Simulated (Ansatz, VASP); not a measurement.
# BP (BP (F-43m)) in two plane-wave programs

Aim: how closely do two programs agree when they are given the same cell, functional and k mesh? The cell is taken from a series of runs on this material, whose earlier steps may have relaxed, scaled, displaced or heated it; both programs get it as it stands.

Calculated with Ansatz 0.2.0; plane waves, with VASP 6.6.1 beside it; r2SCAN.

**1. The structure**

It takes space group F-43m (No. 216, cubic). Conventional cell: a = 4.536 Å, b = 4.536 Å, c = 4.536 Å, α = 90.00°, β = 90.00°, γ = 90.00°. Nearest to B lie 4 P at 1.96 Å. Nearest to P lie 4 B at 1.96 Å. Farther neighbours are not listed.

Structure file:

```cif
data_structure
_symmetry_space_group_name_H-M 'P 1'
_symmetry_Int_Tables_number 1
_cell_length_a 3.2077
_cell_length_b 3.2077
_cell_length_c 3.2077
_cell_angle_alpha 60.000
_cell_angle_beta 60.000
_cell_angle_gamma 60.000
_cell_volume 23.34
loop_
_atom_site_label
_atom_site_type_symbol
_atom_site_fract_x
_atom_site_fract_y
_atom_site_fract_z
_atom_site_occupancy
B1 B 0.00000 0.00000 0.00000 1
P2 P 0.75000 0.75000 0.75000 1
```

**2. Ansatz: single point, r2SCAN**

Ansatz runs on its PAW soft_1 files.

A single point takes one fixed geometry, so differences don't come from the geometry; what else differs is listed under the comparison.

input.yaml

```yaml
crystal:
  lattice:
    - [0.0, 2.26818541, 2.26818541]
    - [2.26818541, 0.0, 2.26818541]
    - [2.26818541, 2.26818541, 0.0]
  atoms:
    - { symbol: B, position: [0.0, 0.0, 0.0] }
    - { symbol: P, position: [0.75, 0.75, 0.75] }
basis:
  ecutwfc: 500.0
  ecutrho_ratio: 4
  xc_grid: 2
  fft_grid_basis: typed
  precision: f64
kpoints:
  mp_grid: { grid: [6, 6, 6], shift: [0.5, 0.5, 0.5] }
  band_path: { path: [VBM, CBM], npoints: 1 }
hamiltonian:
  xc: r2scan
  pseudopotentials:
    kind: paw
    azcp: { folder: soft_1, B: "soft_1/B.paw.azcp", P: "soft_1/P.paw.azcp" }
scf:
  max_iter: 60
  self_checks: high
  occupations: { method: fixed }
output:
  forces: true
checkpoint:
  write: "../host.point.run"
  compress: false
  write_wavefunctions: true
  write_every: 100000
```

Started as:

```bash
$ ansatz run input.yaml --threads 4 --pin off --max-ram 7536MiB --backend cpu --events-out ev --progress --plain --runs-dir out
```

Numbers of over 12 decimals in the logs are rounded to 6 here.

What it wrote:

```text
Warning: crystal.symmetry: narrowed to the stabiliser of the k-point mesh — unitary ops 24 → 6; excluded 18 operations that carry a point of the 6×6×6 mesh (shift [0.5, 0.5, 0.5]) off the mesh (the run samples exactly the mesh kpoints.mp_grid names, as under crystal.symmetry.detect: false, and its converged state has the mesh's symmetry, not the crystal's; ε∞, the Born charges and the force constants of a linear response (`dielectric:` by the response, `phonons.method: dfpt`) are averaged over those of the crystal's operations that the state keeps within a tolerance, where `mesh_tensors`, `unaveraged_element` or `gamma_mean_max_change_ev_ang2` stands beside them; [rest of the remark cut]
Engine: ansatz 0.2.0, aarch64-unknown-linux-gnu
Pseudopotentials: kind: paw
Pseudopotential: B, paw, valence charge 3, recommended cutoff 500 eV (meta_gga), soft_1/B.paw.azcp
Pseudopotential: P, paw, valence charge 5, recommended cutoff 500 eV (meta_gga), soft_1/P.paw.azcp
Functional definition: r2SCAN
  parameter k0 = 0.174
  parameter k1 = 0.065
  parameter a1 = 4.9479
  exchange = r2scan_x(k0 = k0, k1 = k1, a1 = a1)
  correlation = r2scan_c
Crystal: 2 atoms, lattice volume = 23.338 Å³
Basis set: ecut = 500 eV, 609 PW (Γ), exchange–correlation on 48×48×48 points (8 copies of the dense FFT grid, shifted against one another)
Bands: 8, of which v1, the nominal top of the filled ones, is band 4 counted from 1 (3 counted from 0)
Symmetry: 6 space group operations
k-points: 28 of 216 (time reversal used)
Non-local potential: B, projectors of the file, l = 0: 2, l = 1: 2, l = 2: 1
Non-local potential: P, projectors of the file, l = 0: 2, l = 1: 2, l = 2: 1
PAW form: soft (Blöchl's): semilocal exchange-correlation on the pseudo side does not see the compensation charge
PAW frozen core: B, regenerated for the run's functional (the file was generated under x = pbe(κ = 0.804, μ = 0.219515), c = pbe(β = 0.066725))
PAW frozen core: P, regenerated for the run's functional (the file was generated under x = pbe(κ = 0.804, μ = 0.219515), c = pbe(β = 0.066725))
PAW one-centre angular grid: B, 302 points (default); XC on 223 of its mesh's 2233 points in the sphere
PAW one-centre angular grid: P, 302 points (default); XC on 160 Gauss nodes
Initial density: superposition of atomic densities (chi_scale 0.1, normalization cell, long waves kept (reshape's long-wave potential 0.00 eV rms))
Initial wavefunctions: pseudopotential atomic-orbital guess
Functional: x = r2scan, c = r2scan; τ floored in thin density (d = 2e-4 eV/Å³)
SCF iter   1: F=—  HF=-917.082762 eV  |F-HF|=—  |Δ(HF+E_count)|=         —  Δρ=8.65e-2  dr2=1.88e0  dr2_τ=2.14e-1  ethr=3.10e-3  ⟨swp⟩=5.2  Hψ=1646  notcnv=0  defer=52
preconditioner: auto → none  [insulator: Δε(μ)=2.408 eV  Ē_g=13.750 eV  n_scr=0 (ndim 8)  ℏωp=21.7 eV  f_vac=0.000  ε∞_Penn≈3.5]
SCF iter   2: F=—  HF=-916.681733 eV  |F-HF|=—  |Δ(HF+E_count)|=   4.01e-1  Δρ=3.09e-2  dr2=1.53e-1  dr2_τ=1.34e-2  ethr=3.10e-3  ⟨swp⟩=2.2  Hψ=616  notcnv=0  defer=40
SCF iter   3: F=—  HF=-916.686785 eV  |F-HF|=—  |Δ(HF+E_count)|=   5.05e-3  Δρ=1.11e-2  dr2=1.78e-2  dr2_τ=1.05e-3  ethr=1.91e-3  ⟨swp⟩=2.0  Hψ=283  notcnv=0  defer=53
SCF iter   4: F=—  HF=-916.688457 eV  |F-HF|=—  |Δ(HF+E_count)|=   1.67e-3  Δρ=1.44e-3  dr2=2.69e-4  dr2_τ=1.31e-5  ethr=2.23e-4  ⟨swp⟩=3.0  Hψ=387  notcnv=0  defer=54
SCF iter   5: F=—  HF=-916.688538 eV  |F-HF|=—  |Δ(HF+E_count)|=   8.03e-5  Δρ=1.01e-4  dr2=2.12e-6  dr2_τ=8.76e-8  ethr=3.36e-6  ⟨swp⟩=2.9  Hψ=394  notcnv=0  defer=54
SCF iter   6: F=-916.688537 eV  HF=-916.688537 eV  |F-HF|=8.93e-9  |Δ(HF+E_count)|=   8.23e-8  Δρ=9.75e-6  dr2=8.41e-9  dr2_τ=4.72e-10  ethr=1.25e-9  ⟨swp⟩=9.1  Hψ=1626  notcnv=0
SCF 1 converged in 6 iterations: F = -916.688537 eV  dr2 = 8.41e-9
  greatest PAW one-centre occupation: 0.763 electrons in one spin orbital (limit 2), on the P atom at site 1 (counted from 0), in its partial waves of l = 0
NSCF: frozen V_eff on 32 k-points
NSCF: frozen V_eff on 32 k-points
[...]
SCF converged after 6 iterations
Free energy (F): -916.688537 eV
Harris-Foulkes:  -916.688537 eV  (|F-HF|=8.93e-9)
Internal energy: -916.688537 eV  (E = F + TS)
E sigma→0 (E₀):  -916.688537 eV
Fermi energy:    8.998369 eV
--- Per-component energies (eV) ---
  E_band       = 18.984203
  E_kinetic    = 120.753791
  E_local      = -60.544159  (includes V_loc(G=0)·N_el)
  E_nonlocal   = 38.845078
  E_hartree    = 17.125169
  E_xc         = -101.538150
  E_vxc        = -109.034278  (∫ρ·V_xc dr)
  E_paw        = -645.626934  (= ΣΔE_a)
  E_vpaw       = -10.228739  (= ΣTr[D̂ρ^β])
  E_aug_tail   = 0.000000  (compensation charges beyond the density's cutoff)
  E_vtau       = 4.942496  (kinetic-family band-sum trace: ∫τ·v_τ [+ j·A + Jᵃ·Aᵃ] dr)
  E_ewald      = -285.594049
  E_core_change = -0.109284  (= ΣΔE_core)
  E_smearing   = -0.000000  (= −TS)
  E_closure    = -0.000000  (closes the sum)
  Σ components = -916.688537   (vs F -916.688537, Δ=0.00e0)
--- Forces (eV/Å), atoms counted from 1 ---
  atom   1  B      0.00845401     0.00845401     0.00845401
  atom   2  P     -0.00845845    -0.00845845    -0.00845845
  max |Σ_I F_I| component: 4.44e-6 eV/Å
--- Band table (eV; the first three rows and the last of 28) ---
  k-point 0: bands = ["-6.9278", "8.2119", "8.9984", "8.9984", "13.1407", "13.1407", "13.2263", "17.5961"]
  k-point 1: bands = ["-6.2340", "5.5365", "7.2254", "8.6603", "13.7048", "13.9194", "14.5891", "18.4579"]
  k-point 2: bands = ["-4.6186", "1.6115", "6.6036", "7.6700", "13.7628", "14.4270", "14.7318", "19.8758"]
  k-point 27: bands = ["-3.2134", "0.1740", "5.1026", "6.7648", "13.0597", "15.7019", "15.9570", "20.3991"]
```

[end of part 1 of 2]

[Lines on the potential files, build, host, timing and source positions are cut from VASP's logs without a mark.]

[Logs are printed without paths, hosts, clocks, repeated set-up lines and the standing remarks that a program may print on its own settings, such as how far it seeks lower states.]

[Hosts, paths, dates, database ids (printed as entryN), source tags and the programs' standing remarks are cut or masked in the printed files.]
